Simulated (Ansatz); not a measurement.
ZnTe (zinc blende)

```xyz
2
Lattice="0.0000 3.0329 3.0329 3.0329 0.0000 3.0329 3.0329 3.0329 0.0000" Properties=species:S:1:pos:R:3 pbc="T T T"
Te     4.5494     4.5494     4.5494
Zn     0.0000     0.0000     0.0000
```

The slice is a {111} plane (indices of the conventional cell) through the point (0.000, 0.000, 0.000) (fractional), spanned by u = [100] and v = [-1 2 0] in vectors of this cell: u (4.29 Å) and v (7.43 Å, at 90° to u). It covers one period; positions are fractions (u, v).

The numbers are results of PBEsol (plane waves to 420 eV, PAW, scalar-relativistic; Ansatz, an electronic-structure program), not measurements. k mesh 9×9×9. Inside the PAW spheres the values are not all-electron values, and peaks at nuclei hang on which shells count as valence. Spin-orbit coupling is left out, though Te is heavy. The PAW data are Ansatz's earlier set. ZnTe was relaxed with its symmetry unable to fall.

Predict the map of the density of the lowest conduction band (whole band as if filled, smooth part) on the slice.


```
|: :##=::---::=##: |
| :*%+-:-=+=-:-+%*:|
|##%*=::=*#*=::=*%#|
|@%#=::-*%@%*-::=#%|
|**=-::=#@@@#=::-=*|
|==-::-+#@@@#+-::-=|
|:::::-=*#%#*=-::::|
|::..::-=+++=-::..:|
|....:::::::::::...|
|....:::::::::::...|
|...::--=====--::..|
|..::-=+*###*+=-::.|
|..:-=*%%#*#%%*=-:.|
|..:-+#@*: :*@#+-:.|
|.::-+%%: . :%%+-::|
|:::-+%# .*. #%+-::|
|--::=##: : :##=::-|
|+=-:-+%*: :*%+-:-=|
|#*=::=*%###%*=::=*|
|@%*-::=#%@%#=::-*%|
|@@#=::-=***=-::=#@|
|@@#+-::-===-::-+#@|
|%#*=-:::::::::-=*#|
|++=-::..:::..::-=+|
|::::::.......:::::|
|::::::.......:::::|
|===--::.....::--==|
|##*+=-::...::-=+*#|
|*#%%*=-:...:-=*%%#|
| :*@#+-:...:-+#@*:|
|. :%%+-::.::-+%%: |
|*. #%+-:::::-+%# .|
```
Scale: ten equal steps from 0.003 (start of ' ') to 0.089 (end of '@'), in the order ' .:-=+*#%@'. Values: density of the lowest conduction band (whole band as if filled, smooth part) in e/Å³. The map has 18 points along u (one character each, u = 0 at the left) and 32 along v (v = 0 in the bottom row).
